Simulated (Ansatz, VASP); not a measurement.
# Cross-check of InAs between VASP and Ansatz, part 2 of 3

Aim: how closely do two programs agree when they are given the same cell, functional and k mesh? The cell is taken from a series of runs on this material, whose earlier steps may have relaxed, scaled, displaced or heated it; both programs get it as it stands.

VASP 6.6.1 and Ansatz 0.2.0.

So far: The structure; Ansatz: zone-centre phonons, LDA.

### 3. VASP: zone-centre phonons, LDA

Level of this step: LDA; plane waves and PAW (As, In_d) (VASP).

The same cell, functional (in two slightly different forms), mesh and smearing now go to VASP, with its own data sets.

Lines of VASP's logs that name or quote its potential files are left out, and so is its time.

INCAR reads:

```
SYSTEM = InAs
PREC = Accurate
ENCUT = 500
EDIFF = 1E-08
NELM = 120
ISMEAR = 0
SIGMA = 0.015
LREAL = .FALSE.
ALGO = Normal
GGA = CA
NBANDS = 15
LORBIT = 11
LWAVE = .FALSE.
LCHARG = .FALSE.
ISIF = 2
ISYM = 2
IBRION = 8
LASPH = .TRUE.
GGA_COMPAT = .FALSE.
EFERMI = MIDGAP
KPAR = 2
```

POSCAR reads:

```
InAs
1.0
    0.0452605633      3.0579123515      2.9608011864
    3.0579123515      0.0452605633      2.9608011864
    3.1031729148      3.1031729148      0.0000000000
As In
1 1
Direct
    0.7525201373      0.7525201373      0.7474479039
    0.9974798627      0.9974798627      0.0025520961
```

KPOINTS reads:

```
Points of the shifted mesh
1728
Reciprocal
 0.0416666667  0.0416666667  0.0416666667 1
 0.0416666667  0.0416666667  0.1250000000 1
 0.0416666667  0.0416666667  0.2083333333 1
 0.0416666667  0.0416666667  0.2916666667 1
 0.0416666667  0.0416666667  0.3750000000 1
 0.0416666667  0.0416666667  0.4583333333 1
 0.0416666667  0.0416666667  0.5416666667 1
 0.0416666667  0.0416666667  0.6250000000 1
 0.0416666667  0.0416666667  0.7083333333 1
 0.0416666667  0.0416666667  0.7916666667 1
 0.0416666667  0.0416666667  0.8750000000 1
 0.0416666667  0.0416666667  0.9583333333 1
 0.0416666667  0.1250000000  0.0416666667 1
 0.0416666667  0.1250000000  0.1250000000 1
 0.0416666667  0.1250000000  0.2083333333 1
 0.0416666667  0.1250000000  0.2916666667 1
 0.0416666667  0.1250000000  0.3750000000 1
 0.0416666667  0.1250000000  0.4583333333 1
 0.0416666667  0.1250000000  0.5416666667 1
 0.0416666667  0.1250000000  0.6250000000 1
 0.0416666667  0.1250000000  0.7083333333 1
 0.0416666667  0.1250000000  0.7916666667 1
 0.0416666667  0.1250000000  0.8750000000 1
 0.0416666667  0.1250000000  0.9583333333 1
 0.0416666667  0.2083333333  0.0416666667 1
 0.0416666667  0.2083333333  0.1250000000 1
 0.0416666667  0.2083333333  0.2083333333 1
 0.0416666667  0.2083333333  0.2916666667 1
 0.0416666667  0.2083333333  0.3750000000 1
 0.0416666667  0.2083333333  0.4583333333 1
 0.0416666667  0.2083333333  0.5416666667 1
 0.0416666667  0.2083333333  0.6250000000 1
 0.0416666667  0.2083333333  0.7083333333 1
 0.0416666667  0.2083333333  0.7916666667 1
 0.0416666667  0.2083333333  0.8750000000 1
 0.0416666667  0.2083333333  0.9583333333 1
 0.0416666667  0.2916666667  0.0416666667 1
 0.0416666667  0.2916666667  0.1250000000 1
 0.0416666667  0.2916666667  0.2083333333 1
 0.0416666667  0.2916666667  0.2916666667 1
 0.0416666667  0.2916666667  0.3750000000 1
 0.0416666667  0.2916666667  0.4583333333 1
 0.0416666667  0.2916666667  0.5416666667 1
 0.0416666667  0.2916666667  0.6250000000 1
 0.0416666667  0.2916666667  0.7083333333 1
 0.0416666667  0.2916666667  0.7916666667 1
 0.0416666667  0.2916666667  0.8750000000 1
 0.0416666667  0.2916666667  0.9583333333 1
 0.0416666667  0.3750000000  0.0416666667 1
 0.0416666667  0.3750000000  0.1250000000 1
 0.0416666667  0.3750000000  0.2083333333 1
 0.0416666667  0.3750000000  0.2916666667 1
 0.0416666667  0.3750000000  0.3750000000 1
 0.0416666667  0.3750000000  0.4583333333 1
 0.0416666667  0.3750000000  0.5416666667 1
 0.0416666667  0.3750000000  0.6250000000 1
 0.0416666667  0.3750000000  0.7083333333 1
 0.0416666667  0.3750000000  0.7916666667 1
 0.0416666667  0.3750000000  0.8750000000 1
 0.0416666667  0.3750000000  0.9583333333 1
 0.0416666667  0.4583333333  0.0416666667 1
 0.0416666667  0.4583333333  0.1250000000 1
 0.0416666667  0.4583333333  0.2083333333 1
 0.0416666667  0.4583333333  0.2916666667 1
 0.0416666667  0.4583333333  0.3750000000 1
 0.0416666667  0.4583333333  0.4583333333 1
 0.0416666667  0.4583333333  0.5416666667 1
 0.0416666667  0.4583333333  0.6250000000 1
 0.0416666667  0.4583333333  0.7083333333 1
 0.0416666667  0.4583333333  0.7916666667 1
 0.0416666667  0.4583333333  0.8750000000 1
 0.0416666667  0.4583333333  0.9583333333 1
 0.0416666667  0.5416666667  0.0416666667 1
 0.0416666667  0.5416666667  0.1250000000 1
 0.0416666667  0.5416666667  0.2083333333 1
 0.0416666667  0.5416666667  0.2916666667 1
 0.0416666667  0.5416666667  0.3750000000 1
 0.0416666667  0.5416666667  0.4583333333 1
 0.0416666667  0.5416666667  0.5416666667 1
 0.0416666667  0.5416666667  0.6250000000 1
 0.0416666667  0.5416666667  0.7083333333 1
 0.0416666667  0.5416666667  0.7916666667 1
 0.0416666667  0.5416666667  0.8750000000 1
 0.0416666667  0.5416666667  0.9583333333 1
 0.0416666667  0.6250000000  0.0416666667 1
 0.0416666667  0.6250000000  0.1250000000 1
 0.0416666667  0.6250000000  0.2083333333 1
 0.0416666667  0.6250000000  0.2916666667 1
 0.0416666667  0.6250000000  0.3750000000 1
 0.0416666667  0.6250000000  0.4583333333 1
 0.0416666667  0.6250000000  0.5416666667 1
 0.0416666667  0.6250000000  0.6250000000 1
 0.0416666667  0.6250000000  0.7083333333 1
 0.0416666667  0.6250000000  0.7916666667 1
 0.0416666667  0.6250000000  0.8750000000 1
 0.0416666667  0.6250000000  0.9583333333 1
 0.0416666667  0.7083333333  0.0416666667 1
 0.0416666667  0.7083333333  0.1250000000 1
 0.0416666667  0.7083333333  0.2083333333 1
 0.0416666667  0.7083333333  0.2916666667 1
 0.0416666667  0.7083333333  0.3750000000 1
 0.0416666667  0.7083333333  0.4583333333 1
 0.0416666667  0.7083333333  0.5416666667 1
 0.0416666667  0.7083333333  0.6250000000 1
 0.0416666667  0.7083333333  0.7083333333 1
 0.0416666667  0.7083333333  0.7916666667 1
 0.0416666667  0.7083333333  0.8750000000 1
 0.0416666667  0.7083333333  0.9583333333 1
 0.0416666667  0.7916666667  0.0416666667 1
 0.0416666667  0.7916666667  0.1250000000 1
 0.0416666667  0.7916666667  0.2083333333 1
 0.0416666667  0.7916666667  0.2916666667 1
[... 1390 lines left out ...]
 0.8750000000  0.4583333333  0.1250000000 1
 0.8750000000  0.4583333333  0.2083333333 1
 0.8750000000  0.4583333333  0.2916666667 1
 0.8750000000  0.4583333333  0.3750000000 1
 0.8750000000  0.4583333333  0.4583333333 1
 0.8750000000  0.4583333333  0.5416666667 1
 0.8750000000  0.4583333333  0.6250000000 1
 0.8750000000  0.4583333333  0.7083333333 1
 0.8750000000  0.4583333333  0.7916666667 1
 0.8750000000  0.4583333333  0.8750000000 1
 0.8750000000  0.4583333333  0.9583333333 1
 0.8750000000  0.5416666667  0.0416666667 1
 0.8750000000  0.5416666667  0.1250000000 1
 0.8750000000  0.5416666667  0.2083333333 1
 0.8750000000  0.5416666667  0.2916666667 1
 0.8750000000  0.5416666667  0.3750000000 1
 0.8750000000  0.5416666667  0.4583333333 1
 0.8750000000  0.5416666667  0.5416666667 1
 0.8750000000  0.5416666667  0.6250000000 1
 0.8750000000  0.5416666667  0.7083333333 1
 0.8750000000  0.5416666667  0.7916666667 1
 0.8750000000  0.5416666667  0.8750000000 1
 0.8750000000  0.5416666667  0.9583333333 1
 0.8750000000  0.6250000000  0.0416666667 1
 0.8750000000  0.6250000000  0.1250000000 1
 0.8750000000  0.6250000000  0.2083333333 1
 0.8750000000  0.6250000000  0.2916666667 1
 0.8750000000  0.6250000000  0.3750000000 1
 0.8750000000  0.6250000000  0.4583333333 1
 0.8750000000  0.6250000000  0.5416666667 1
 0.8750000000  0.6250000000  0.6250000000 1
 0.8750000000  0.6250000000  0.7083333333 1
 0.8750000000  0.6250000000  0.7916666667 1
 0.8750000000  0.6250000000  0.8750000000 1
 0.8750000000  0.6250000000  0.9583333333 1
 0.8750000000  0.7083333333  0.0416666667 1
 0.8750000000  0.7083333333  0.1250000000 1
 0.8750000000  0.7083333333  0.2083333333 1
 0.8750000000  0.7083333333  0.2916666667 1
 0.8750000000  0.7083333333  0.3750000000 1
 0.8750000000  0.7083333333  0.4583333333 1
 0.8750000000  0.7083333333  0.5416666667 1
 0.8750000000  0.7083333333  0.6250000000 1
 0.8750000000  0.7083333333  0.7083333333 1
 0.8750000000  0.7083333333  0.7916666667 1
 0.8750000000  0.7083333333  0.8750000000 1
 0.8750000000  0.7083333333  0.9583333333 1
 0.8750000000  0.7916666667  0.0416666667 1
 0.8750000000  0.7916666667  0.1250000000 1
 0.8750000000  0.7916666667  0.2083333333 1
 0.8750000000  0.7916666667  0.2916666667 1
 0.8750000000  0.7916666667  0.3750000000 1
 0.8750000000  0.7916666667  0.4583333333 1
 0.8750000000  0.7916666667  0.5416666667 1
 0.8750000000  0.7916666667  0.6250000000 1
 0.8750000000  0.7916666667  0.7083333333 1
 0.8750000000  0.7916666667  0.7916666667 1
 0.8750000000  0.7916666667  0.8750000000 1
 0.8750000000  0.7916666667  0.9583333333 1
 0.8750000000  0.8750000000  0.0416666667 1
 0.8750000000  0.8750000000  0.1250000000 1
 0.8750000000  0.8750000000  0.2083333333 1
 0.8750000000  0.8750000000  0.2916666667 1
 0.8750000000  0.8750000000  0.3750000000 1
 0.8750000000  0.8750000000  0.4583333333 1
 0.8750000000  0.8750000000  0.5416666667 1
 0.8750000000  0.8750000000  0.6250000000 1
 0.8750000000  0.8750000000  0.7083333333 1
 0.8750000000  0.8750000000  0.7916666667 1
 0.8750000000  0.8750000000  0.8750000000 1
 0.8750000000  0.8750000000  0.9583333333 1
 0.8750000000  0.9583333333  0.0416666667 1
 0.8750000000  0.9583333333  0.1250000000 1
 0.8750000000  0.9583333333  0.2083333333 1
 0.8750000000  0.9583333333  0.2916666667 1
 0.8750000000  0.9583333333  0.3750000000 1
 0.8750000000  0.9583333333  0.4583333333 1
 0.8750000000  0.9583333333  0.5416666667 1
 0.8750000000  0.9583333333  0.6250000000 1
 0.8750000000  0.9583333333  0.7083333333 1
 0.8750000000  0.9583333333  0.7916666667 1
 0.8750000000  0.9583333333  0.8750000000 1
 0.8750000000  0.9583333333  0.9583333333 1
 0.9583333333  0.0416666667  0.0416666667 1
 0.9583333333  0.0416666667  0.1250000000 1
 0.9583333333  0.0416666667  0.2083333333 1
 0.9583333333  0.0416666667  0.2916666667 1
 0.9583333333  0.0416666667  0.3750000000 1
 0.9583333333  0.0416666667  0.4583333333 1
 0.9583333333  0.0416666667  0.5416666667 1
 0.9583333333  0.0416666667  0.6250000000 1
 0.9583333333  0.0416666667  0.7083333333 1
 0.9583333333  0.0416666667  0.7916666667 1
 0.9583333333  0.0416666667  0.8750000000 1
 0.9583333333  0.0416666667  0.9583333333 1
 0.9583333333  0.1250000000  0.0416666667 1
 0.9583333333  0.1250000000  0.1250000000 1
 0.9583333333  0.1250000000  0.2083333333 1
 0.9583333333  0.1250000000  0.2916666667 1
 0.9583333333  0.1250000000  0.3750000000 1
 0.9583333333  0.1250000000  0.4583333333 1
 0.9583333333  0.1250000000  0.5416666667 1
 0.9583333333  0.1250000000  0.6250000000 1
 0.9583333333  0.1250000000  0.7083333333 1
 0.9583333333  0.1250000000  0.7916666667 1
 0.9583333333  0.1250000000  0.8750000000 1
 0.9583333333  0.1250000000  0.9583333333 1
 0.9583333333  0.2083333333  0.0416666667 1
 0.9583333333  0.2083333333  0.1250000000 1
 0.9583333333  0.2083333333  0.2083333333 1
 0.9583333333  0.2083333333  0.2916666667 1
 0.9583333333  0.2083333333  0.3750000000 1
 0.9583333333  0.2083333333  0.4583333333 1
 0.9583333333  0.2083333333  0.5416666667 1
 0.9583333333  0.2083333333  0.6250000000 1
 0.9583333333  0.2083333333  0.7083333333 1
 0.9583333333  0.2083333333  0.7916666667 1
 0.9583333333  0.2083333333  0.8750000000 1
 0.9583333333  0.2083333333  0.9583333333 1
 0.9583333333  0.2916666667  0.0416666667 1
 0.9583333333  0.2916666667  0.1250000000 1
 0.9583333333  0.2916666667  0.2083333333 1
 0.9583333333  0.2916666667  0.2916666667 1
 0.9583333333  0.2916666667  0.3750000000 1
 0.9583333333  0.2916666667  0.4583333333 1
 0.9583333333  0.2916666667  0.5416666667 1
 0.9583333333  0.2916666667  0.6250000000 1
 0.9583333333  0.2916666667  0.7083333333 1
 0.9583333333  0.2916666667  0.7916666667 1
 0.9583333333  0.2916666667  0.8750000000 1
 0.9583333333  0.2916666667  0.9583333333 1
 0.9583333333  0.3750000000  0.0416666667 1
 0.9583333333  0.3750000000  0.1250000000 1
 0.9583333333  0.3750000000  0.2083333333 1
 0.9583333333  0.3750000000  0.2916666667 1
 0.9583333333  0.3750000000  0.3750000000 1
 0.9583333333  0.3750000000  0.4583333333 1
 0.9583333333  0.3750000000  0.5416666667 1
 0.9583333333  0.3750000000  0.6250000000 1
 0.9583333333  0.3750000000  0.7083333333 1
 0.9583333333  0.3750000000  0.7916666667 1
 0.9583333333  0.3750000000  0.8750000000 1
 0.9583333333  0.3750000000  0.9583333333 1
 0.9583333333  0.4583333333  0.0416666667 1
 0.9583333333  0.4583333333  0.1250000000 1
 0.9583333333  0.4583333333  0.2083333333 1
 0.9583333333  0.4583333333  0.2916666667 1
 0.9583333333  0.4583333333  0.3750000000 1
 0.9583333333  0.4583333333  0.4583333333 1
 0.9583333333  0.4583333333  0.5416666667 1
 0.9583333333  0.4583333333  0.6250000000 1
 0.9583333333  0.4583333333  0.7083333333 1
 0.9583333333  0.4583333333  0.7916666667 1
 0.9583333333  0.4583333333  0.8750000000 1
 0.9583333333  0.4583333333  0.9583333333 1
 0.9583333333  0.5416666667  0.0416666667 1
 0.9583333333  0.5416666667  0.1250000000 1
 0.9583333333  0.5416666667  0.2083333333 1
 0.9583333333  0.5416666667  0.2916666667 1
 0.9583333333  0.5416666667  0.3750000000 1
 0.9583333333  0.5416666667  0.4583333333 1
 0.9583333333  0.5416666667  0.5416666667 1
 0.9583333333  0.5416666667  0.6250000000 1
 0.9583333333  0.5416666667  0.7083333333 1
 0.9583333333  0.5416666667  0.7916666667 1
 0.9583333333  0.5416666667  0.8750000000 1
 0.9583333333  0.5416666667  0.9583333333 1
 0.9583333333  0.6250000000  0.0416666667 1
 0.9583333333  0.6250000000  0.1250000000 1
 0.9583333333  0.6250000000  0.2083333333 1
 0.9583333333  0.6250000000  0.2916666667 1
 0.9583333333  0.6250000000  0.3750000000 1
 0.9583333333  0.6250000000  0.4583333333 1
 0.9583333333  0.6250000000  0.5416666667 1
 0.9583333333  0.6250000000  0.6250000000 1
 0.9583333333  0.6250000000  0.7083333333 1
 0.9583333333  0.6250000000  0.7916666667 1
 0.9583333333  0.6250000000  0.8750000000 1
 0.9583333333  0.6250000000  0.9583333333 1
 0.9583333333  0.7083333333  0.0416666667 1
 0.9583333333  0.7083333333  0.1250000000 1
 0.9583333333  0.7083333333  0.2083333333 1
 0.9583333333  0.7083333333  0.2916666667 1
 0.9583333333  0.7083333333  0.3750000000 1
 0.9583333333  0.7083333333  0.4583333333 1
 0.9583333333  0.7083333333  0.5416666667 1
 0.9583333333  0.7083333333  0.6250000000 1
 0.9583333333  0.7083333333  0.7083333333 1
 0.9583333333  0.7083333333  0.7916666667 1
 0.9583333333  0.7083333333  0.8750000000 1
 0.9583333333  0.7083333333  0.9583333333 1
 0.9583333333  0.7916666667  0.0416666667 1
 0.9583333333  0.7916666667  0.1250000000 1
 0.9583333333  0.7916666667  0.2083333333 1
 0.9583333333  0.7916666667  0.2916666667 1
 0.9583333333  0.7916666667  0.3750000000 1
 0.9583333333  0.7916666667  0.4583333333 1
 0.9583333333  0.7916666667  0.5416666667 1
 0.9583333333  0.7916666667  0.6250000000 1
 0.9583333333  0.7916666667  0.7083333333 1
 0.9583333333  0.7916666667  0.7916666667 1
 0.9583333333  0.7916666667  0.8750000000 1
 0.9583333333  0.7916666667  0.9583333333 1
 0.9583333333  0.8750000000  0.0416666667 1
 0.9583333333  0.8750000000  0.1250000000 1
 0.9583333333  0.8750000000  0.2083333333 1
 0.9583333333  0.8750000000  0.2916666667 1
 0.9583333333  0.8750000000  0.3750000000 1
 0.9583333333  0.8750000000  0.4583333333 1
 0.9583333333  0.8750000000  0.5416666667 1
 0.9583333333  0.8750000000  0.6250000000 1
 0.9583333333  0.8750000000  0.7083333333 1
 0.9583333333  0.8750000000  0.7916666667 1
 0.9583333333  0.8750000000  0.8750000000 1
 0.9583333333  0.8750000000  0.9583333333 1
 0.9583333333  0.9583333333  0.0416666667 1
 0.9583333333  0.9583333333  0.1250000000 1
 0.9583333333  0.9583333333  0.2083333333 1
 0.9583333333  0.9583333333  0.2916666667 1
 0.9583333333  0.9583333333  0.3750000000 1
 0.9583333333  0.9583333333  0.4583333333 1
 0.9583333333  0.9583333333  0.5416666667 1
 0.9583333333  0.9583333333  0.6250000000 1
 0.9583333333  0.9583333333  0.7083333333 1
 0.9583333333  0.9583333333  0.7916666667 1
 0.9583333333  0.9583333333  0.8750000000 1
 0.9583333333  0.9583333333  0.9583333333 1
```

The projector-augmented-wave data sets are As and In_d (LDA family, release 64).

Run with:

```bash
> mpirun -np 2 vasp_std
```

The program printed:

```text
[banner, memory and clock lines left out]
running    2 mpi-ranks, on    1 nodes
[...]
LDA part: xc-table for (Slater(with rela. corr.)+CA(PZ))
 , standard interpolation
 POSCAR, INCAR and KPOINTS ok, starting setup
[...]
entering main loop
       N       E                     dE             d eps       ncg     rms          rms(c)
DAV:   1     0.111866718767E+03    0.11187E+03   -0.82177E+03 52191   0.126E+03
DAV:   2    -0.142307659616E+01   -0.11329E+03   -0.10902E+03 56194   0.301E+02
DAV:   3    -0.912375274509E+01   -0.77007E+01   -0.76554E+01 66743   0.798E+01
DAV:   4    -0.932409071935E+01   -0.20034E+00   -0.20028E+00 63377   0.144E+01
[...]
DAV:  12    -0.901967096749E+01    0.25067E-05   -0.50482E-06 78638   0.302E-02    0.663E-03
DAV:  13    -0.901967101544E+01   -0.47955E-07   -0.70319E-07 65266   0.492E-03    0.143E-03
DAV:  14    -0.901967101332E+01    0.21230E-08   -0.25460E-08 66613   0.212E-03
   1 F= -.90196710E+01 E0= -.90196710E+01  d E =-.511421E-47
 Linear response reoptimize wavefunctions to high precision
DAV:   1    -0.901967101347E+01   -0.15507E-09   -0.32501E-09 53762   0.100E-03
DAV:   2    -0.901967101355E+01   -0.81172E-10   -0.78076E-10 36966   0.213E-04
 Linear response DOF=           4
 Linear response progress:
  Degree of freedom:   1/  4
       N       E                     dE             d eps       ncg     rms          rms(c)
RMM:   1    -0.476710795731E-01   -0.47671E-01    0.63939E-02109040   0.155E+00
RMM:   2    -0.452928226081E-01    0.23783E-02    0.16956E-03 80982   0.579E-01    0.110E-01
RMM:   3    -0.459949472631E-01   -0.70212E-03   -0.19864E-03 95490   0.248E-01    0.468E-02
RMM:   4    -0.461585147255E-01   -0.16357E-03   -0.15754E-04 97584   0.834E-02    0.108E-02
[...]
RMM:  11    -0.461707579702E-01    0.45217E-08   -0.12208E-07112268   0.688E-05    0.233E-05
RMM:  12    -0.461707761117E-01   -0.18142E-07    0.33857E-08104103   0.266E-05    0.904E-06
RMM:  13    -0.461707737667E-01    0.23450E-08   -0.26508E-08108956   0.124E-05    0.195E-06
 first order change of Fermi-energy  -0.37462E+00
 force on displaced ion       1 direction 1 :  -7.559   0.199   0.001
 Linear response progress:
  Degree of freedom:   2/  4
       N       E                     dE             d eps       ncg     rms          rms(c)
RMM:   1    -0.473043304107E-01   -0.47304E-01    0.64612E-02108910   0.154E+00
RMM:   2    -0.452721611829E-01    0.20322E-02    0.12910E-03 81469   0.562E-01    0.105E-01
RMM:   3    -0.459026424499E-01   -0.63048E-03   -0.19088E-03 95393   0.238E-01    0.454E-02
RMM:   4    -0.460544282485E-01   -0.15179E-03   -0.14697E-04 97181   0.808E-02    0.106E-02
[...]
RMM:   9    -0.460685755276E-01   -0.50760E-06    0.46989E-08 99096   0.366E-04    0.147E-04
RMM:  10    -0.460687673867E-01   -0.19186E-06    0.11653E-07108903   0.149E-04    0.726E-05
RMM:  11    -0.460687580942E-01    0.92925E-08   -0.94533E-08109175   0.575E-05    0.163E-05
 first order change of Fermi-energy   0.78509E+00
 force on displaced ion       1 direction 3 :   0.001   0.001  -7.407
 Linear response progress:
  Degree of freedom:   3/  4
       N       E                     dE             d eps       ncg     rms          rms(c)
RMM:   1    -0.235559407064E+00   -0.23556E+00   -0.93100E-02 70081   0.490E+00
RMM:   2    -0.237997654941E+00   -0.24382E-02   -0.13389E-02 88282   0.104E+00    0.790E-02
RMM:   3    -0.237951456783E+00    0.46198E-04   -0.15584E-03 96081   0.323E-01    0.388E-02
RMM:   4    -0.237761434044E+00    0.19002E-03   -0.14144E-04 97910   0.106E-01    0.202E-02
[...]
RMM:  12    -0.237726808373E+00    0.73650E-07    0.11585E-07106716   0.815E-05    0.159E-05
RMM:  13    -0.237726919271E+00   -0.11090E-06    0.51142E-08104205   0.492E-05    0.145E-05
RMM:  14    -0.237726918642E+00    0.62865E-09    0.23405E-08112818   0.309E-05    0.203E-05
 first order change of Fermi-energy   0.37463E+00
 force on displaced ion       2 direction 1 :  -7.554   0.193   0.001
 Linear response progress:
  Degree of freedom:   4/  4
       N       E                     dE             d eps       ncg     rms          rms(c)
RMM:   1    -0.235364460372E+00   -0.23536E+00   -0.88783E-02 70090   0.493E+00
RMM:   2    -0.237844334916E+00   -0.24799E-02   -0.13086E-02 88125   0.103E+00    0.770E-02
RMM:   3    -0.237784669166E+00    0.59666E-04   -0.15210E-03 96113   0.319E-01    0.374E-02
RMM:   4    -0.237585139583E+00    0.19953E-03   -0.13343E-04 97679   0.103E-01    0.195E-02
[...]
RMM:  12    -0.237540761324E+00    0.39044E-07    0.55390E-08108889   0.766E-05    0.194E-05
RMM:  13    -0.237540830924E+00   -0.69600E-07    0.27936E-08101737   0.476E-05    0.204E-05
RMM:  14    -0.237540833450E+00   -0.25256E-08    0.14034E-08114822   0.303E-05    0.297E-05
 first order change of Fermi-energy  -0.78509E+00
 force on displaced ion       2 direction 3 :   0.001   0.001  -7.394
 Linear response finished
```

(Part 2 of 3 ends here.)

[Lines on the potential files, build, host, timing and source positions are cut from VASP's logs without a mark.]

[Logs are printed without paths, hosts, clocks, repeated set-up lines and the standing remarks that a program may print on its own settings, such as how far it seeks lower states.]

[Hosts, paths, dates, database ids (printed as entryN), source tags and the programs' standing remarks are cut or masked in the printed files.]
